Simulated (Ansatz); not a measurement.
input.yaml (Ansatz)

```yaml
crystal:
  lattice:
    - [-3.9940760075, 3.9658417229, 1.6348853721]
    - [3.9658417229, -3.9940760075, 1.6348853721]
    - [2.2043466977, 2.2043466977, -1.6865965159]
  atoms:
    - { symbol: In, position: [0.9991831451, 0.0008168549, 1.0] }
    - { symbol: In, position: [0.7508168549, 0.2491831451, 0.5] }
hamiltonian:
  xc: revpbe
  pseudopotentials:
    kind: paw
    azcp:
      In: "pseudopotentials/In.paw.azcp"
basis:
  ecutwfc: 420
  fft_grid_basis: typed
kpoints:
  mp_grid: { grid: [13, 13, 11], shift: [0, 0, 0] }
magnetization:
  spin_polarized: false
scf:
  occupations: { method: fermi_dirac, width: 0.1 }
  lower_state_search: "off"
output:
  stress: true
  write_density: true
  write_potential: true
  elf: true
  volumetric_format: npy
```

Terminal output

```
Engine: ansatz 0.2.0, aarch64-unknown-linux-gnu
Pseudopotentials: kind: paw
Pseudopotential: In, paw, valence charge 13, recommended cutoff 420 eV (normal) 
Functional definition: revPBE
  parameter kappa = 1.245
  parameter beta = 0.06672455060314922
  exchange = pbe_x(kappa = kappa, mu = beta*pi^2/3)
  correlation = pbe_c(beta = beta)
Crystal: 2 atoms, lattice volume = 56.994 Å³
Basis set: ecut = 420 eV, 1117 PW (Γ)
Bands: 17, of which v1, the nominal top of the filled ones, is band 13 counted from 1 (12 counted from 0)
Symmetry: 4 space group operations
Space group: C2/c (ITA 15), of the structure as read, at distance tolerance 3.8e-5 Å
k-points: 504 of 1859
Non-local potential: In, projectors of the file, l = 0: 2, l = 1: 2, l = 2: 2, l = 3: 2
PAW form: soft (Blöchl's): semilocal exchange-correlation on the pseudo side does not see the compensation charge
PAW frozen core: In, regenerated for the run's functional, and the local potential with it (the file was generated under x = pbe(κ = 0.804, μ = 0.2195149727645171), c = pbe(β = 0.06672455060314922))
PAW one-centre angular grid: In, 590 points (default); XC on 64 Gauss nodes
Initial density: superposition of atomic densities (neutral atoms: chi_scale 0, normalization atom), corrected by the library's trained network
Initial wavefunctions: pseudopotential atomic-orbital guess
Functional: x = revpbe(κ = 1.245, μ = 0.2195149727645171), c = pbe(β = 0.06672455060314922)
SCF iter   1: F=—  HF=-11207.686925 eV  |F-HF|=—  |Δ(HF+E_count)|=         —  Δρ=2.91e-3  dr2=2.41e-3  ethr=1.77e-3  ⟨swp⟩=5.5  Hψ=41622  notcnv=0
SCF iter   2: F=—  HF=-11207.685296 eV  |F-HF|=—  |Δ(HF+E_count)|=   1.63e-3  Δρ=1.02e-3  dr2=3.16e-4  ethr=9.28e-6  ⟨swp⟩=2.0  Hψ=17727  notcnv=0
SCF iter   3: F=—  HF=-11207.685359 eV  |F-HF|=—  |Δ(HF+E_count)|=   6.31e-5  Δρ=4.42e-4  dr2=6.76e-5  ethr=1.21e-6  ⟨swp⟩=1.0  Hψ=8561  notcnv=0
SCF iter   4: F=—  HF=-11207.685382 eV  |F-HF|=—  |Δ(HF+E_count)|=   2.23e-5  Δρ=7.43e-5  dr2=4.15e-6  ethr=2.60e-7  ⟨swp⟩=2.0  Hψ=10290  notcnv=0
SCF iter   5: F=—  HF=-11207.685383 eV  |F-HF|=—  |Δ(HF+E_count)|=   1.18e-6  Δρ=1.57e-5  dr2=1.36e-7  ethr=1.60e-8  ⟨swp⟩=3.0  Hψ=15393  notcnv=0
SCF iter   6: F=-11207.685383 eV  HF=-11207.685383 eV  |F-HF|=6.66e-10  |Δ(HF+E_count)|=   6.65e-9  Δρ=2.72e-6  dr2=4.22e-9  ethr=3.85e-10  ⟨swp⟩=8.2  Hψ=58154  notcnv=0
SCF 1 converged in 6 iterations: F = -11207.685383 eV  dr2 = 4.22e-9
SCF converged after 6 iterations
Free energy (F): -11207.685383 eV
Harris-Foulkes:  -11207.685383 eV  (|F-HF|=6.66e-10)
Internal energy: -11207.651205 eV  (E = F + TS)
E sigma→0 (E₀):  -11207.668294 eV
Entropy (-TS):   -0.034178 eV (-17.089 meV/atom)
Fermi energy:    9.168046 eV
--- Per-component energies (eV) ---
  E_band       = -73.257868
  E_kinetic    = 480.845457
  E_local      = -2258.530230  (includes V_loc(G=0)·N_el)
  E_nonlocal   = 731.682557
  E_hartree    = 884.291178
  E_xc         = -431.767468
  E_vxc        = -198.046061  (∫ρ·V_xc dr)
  E_paw        = -8315.906223  (= ΣΔE_a)
  E_vpaw       = -597.791053  (= ΣTr[D̂ρ^β])
  E_aug_tail   = 0.000052  (compensation charges beyond the density's cutoff)
  E_ewald      = -2298.363172
  E_core_change = 0.096644  (= ΣΔE_core)
  E_smearing   = -0.034178  (= −TS)
  E_closure    = -0.000000  (closes the sum)
  Σ components = -11207.685383   (vs F -11207.685383, Δ=0.00e0)
--- Stress (GPa, compression-positive) ---
       -0.067409      -0.264341       0.096291
       -0.264341      -0.067409       0.096291
        0.096291       0.096291       0.272870
  P = ⅓ Tr σ = 0.0460 GPa (0.460 kbar)
--- Band table (eV; the first three rows and the last of 504) ---
  k-point 0: bands = ["-5.5110", "-5.4771", "-5.4389", "-5.3910", "-5.3733", "-5.3212", "-5.3202", "-5.2313", "-5.2227", "-5.1450", "0.2241", "4.8584", "6.1458", "15.7043", "18.8194", "18.8315", "18.8850"]
  k-point 1: bands = ["-5.5142", "-5.4735", "-5.4350", "-5.3959", "-5.3626", "-5.3096", "-5.3085", "-5.2296", "-5.2220", "-5.1613", "0.3626", "4.9736", "6.3064", "14.1687", "18.0729", "18.1483", "18.3934"]
  k-point 2: bands = ["-5.5242", "-5.4858", "-5.4077", "-5.4029", "-5.3350", "-5.2818", "-5.2743", "-5.2250", "-5.2199", "-5.2029", "0.7805", "5.3184", "6.7814", "11.8121", "15.9752", "16.7223", "17.4044"]
  k-point 503: bands = ["-5.5635", "-5.5617", "-5.4796", "-5.4782", "-5.2483", "-5.2458", "-5.1702", "-5.1641", "-5.1377", "-5.1324", "4.7676", "5.0976", "6.6664", "6.9955", "14.3708", "14.8164", "15.4103"]
```
